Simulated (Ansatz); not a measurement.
HfO2 under changes of volume

One of the cells (11.532 Å³/atom); the others are scaled copies at fixed shape and fractional positions:

```
CELL_PARAMETERS angstrom
5.11800 0.00000 0.00000
0.00000 5.18570 0.00000
-0.85866 0.00000 5.21387
ATOMIC_POSITIONS crystal
Hf 0.27550 0.46030 0.70800
Hf 0.72450 0.96030 0.79200
Hf 0.72450 0.53970 0.29200
Hf 0.27550 0.03970 0.20800
O 0.07420 0.16840 0.84670
O 0.92580 0.66840 0.65330
O 0.92580 0.83160 0.15330
O 0.07420 0.33160 0.34670
O 0.44870 0.74190 0.98010
O 0.55130 0.24190 0.51990
O 0.55130 0.25810 0.01990
O 0.44870 0.75810 0.48010
```

```yaml
Program: Ansatz 0.2.0
Functional: BLYP
Potentials_or_basis: Ansatz PAW
Cutoff: "420 eV (not typed: the program's choice for these potentials)"
k_mesh: 5 × 5 × 5
Occupations: fermi-dirac, width 0.05 eV
Spin: no spin polarisation
```

```csv
volume (Å³/atom),energy over the lowest point (meV/atom),pressure (GPa),gap on the mesh (eV),largest force (eV/Å)
10.840,111.08,31.0,4.46,0.750
11.070,?,?,?,?
11.301,41.52,17.7,4.31,0.589
11.532,20.16,12.0,4.24,0.521
11.762,6.60,6.9,4.17,0.460
11.993,0.09,2.2,4.10,0.408
12.223,0.00,-2.0,4.03,0.364
```

Q: What does the run at 11.070 Å³/atom give?

A: Energy over the lowest point 71.58 meV/atom; pressure 24.0 GPa; gap on the mesh 4.39 eV; largest force 0.666 eV/Å.

Worked out: A Birch-Murnaghan fit of order 3 (a polynomial in V^(-2/3)) to the other rows has its minimum at 12.11 Å³/atom with B0 = V·E''(V) = 222 GPa and B' = 4.2 at fixed shape and positions, which overstates the stiffness. It gives 71.61 meV/atom at 11.070 Å³/atom, against the run's 71.58, and -dE/dV = 24.1 GPa, against 24.0. A straight line through the other rows of the gap, of slope -3.57 eV per unit of ln V, gives 4.39 eV, against the run's 4.39.

Energies are extrapolated to zero smearing.

Caveats: odd divisions of the mesh miss points on the zone boundary, where band edges often lie, so the gap on the mesh can be too wide; spin-orbit coupling is left out, which moves the levels of the heavy elements; the PAW data sets come from PBE, with cores solved anew for the run's functional, which leaves a small shift of forces and pressure.

A mesh can miss the band edges.
